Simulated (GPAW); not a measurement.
Here is a GPAW 26.7.0 calculation.

run.py

```python
from ase import Atoms
from ase.dft.bandgap import bandgap
from ase.io import write
from ase.units import GPa
from gpaw import GPAW, PW

atoms = Atoms(['Zn', 'Zn', 'O', 'O'],
              cell=[[3.249308, 0.0, 0.0],
                    [-1.624654, 2.8139832727, 0.0],
                    [0.0, 0.0, 5.205709]],
              scaled_positions=[[0.6666666667, 0.3333333333, 0.0],
                                [0.3333333333, 0.6666666667, 0.5],
                                [0.3333333333, 0.6666666667, 0.87901],
                                [0.6666666667, 0.3333333333, 0.37901]],
              pbc=True)

calc = GPAW(mode=PW(600),
            xc='PBE',
            kpts={'size': (8, 8, 4), 'gamma': True},
            occupations={'name': 'fermi-dirac', 'width': 0.05},
            nbands=31,
            maxiter=120,
            txt='gpaw.txt')
atoms.calc = calc
energy = atoms.get_potential_energy()
forces = atoms.get_forces()
stress = atoms.get_stress()
calc.write('gs.gpw')
write('result.traj', atoms)
print(f'Energy: {energy:.6f} eV')
print('Forces (eV/A):')
print(forces.round(4))
print('Stress (GPa):', (stress / GPa).round(3))
print('Fermi level:', round(calc.get_fermi_level(), 4), 'eV')
print(f'Gap: {bandgap(calc)[0]:.4f} eV, direct: {bandgap(calc, direct=True)[0]:.4f} eV')
```

Potentials or basis: GPAW PAW data sets (gpaw-data 1.2.1), pw.

Launch:

```console
$ OMP_NUM_THREADS=1 python run.py
```

(1) Predict the largest force.

(2) Estimate the pressure.

(3) Predict the band gap on the k mesh.

Answers

(1) 0.075 eV/Å.

(2) 1.3 GPa.

(3) 0.79 eV, direct.

Caveat: the cutoff is short for stress and forces, so pressures can be off by a GPa or more.

**Experimental background.**

From “Electronic structure of alkaline earth and post-transition metal oxides”, 2009, arxiv:0908.1581, for a bulk crystal of ZnO: band gap 3.37 eV.

A measured gap of ZnO is 3.37 eV (quoted in “Electronic structure of alkaline earth and post-transition metal oxides”, 2009, arxiv:0908.1581); the calculated 0.79 eV misses it by -2.58 eV. So large a miss can be the level of theory's own, or it may mean another phase, state or a wrong row. The value is that of PBE, without temperature or zero-point motion. Semilocal functionals fall short of measured gaps as a rule.
